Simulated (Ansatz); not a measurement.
Crystal: CsPbCl3.

```xyz
5
Lattice="5.6050 0.0000 0.0000 0.0000 5.6050 0.0000 0.0000 0.0000 5.6050" Properties=species:S:1:pos:R:3 pbc="T T T"
Pb    2.8025    2.8025    2.8025
Cs    0.0000    0.0000    0.0000
Cl    2.8025    0.0000    2.8025
Cl    0.0000    2.8025    2.8025
Cl    2.8025    2.8025    0.0000
```

* Program: Ansatz 0.2.0
* Task: relaxation of cell and atoms
* Functional: RPBE
* Dispersion: D4
* Potentials or basis: Ansatz PAW
* Cutoff: 420 eV (not typed: the program's choice for these potentials)
* k mesh: 5 × 5 × 5
* Occupations: fermi-dirac, width 0.05 eV
* Spin: no spin polarisation

At the start: volume 35.22 Å³/atom.

Where does the relaxation end?

It ends after 5 steps and the volume is 37.76 Å³/atom (+7.2 %); space group Pm-3m (No. 221, to 0.05 Å).

The path:
```
step  energy change (eV)  largest force (eV/Å)  volume (Å³)
   1              0.0000                0.0000       176.09
   2             -0.0579                0.0000       184.19
   3             -0.0658                0.0000       188.30
   4             -0.0659                0.0000       188.80
   5             -0.0663                0.0000       188.80
```

Final structure:
```
CELL_PARAMETERS angstrom
5.73679 0.00000 0.00000
0.00000 5.73679 0.00000
0.00000 0.00000 5.73679
ATOMIC_POSITIONS crystal
Pb 0.50000 0.50000 0.50000
Cs 0.00000 0.00000 0.00000
Cl 0.50000 0.00000 0.50000
Cl 0.00000 0.50000 0.50000
Cl 0.50000 0.50000 0.00000
```

Caveat: the plane-wave basis is chosen anew once the cell has moved, so the energies of steps on either side of that aren't comparable; the PAW data sets come from PBE, with cores solved anew for the run's functional, which leaves a small shift of forces and pressure.
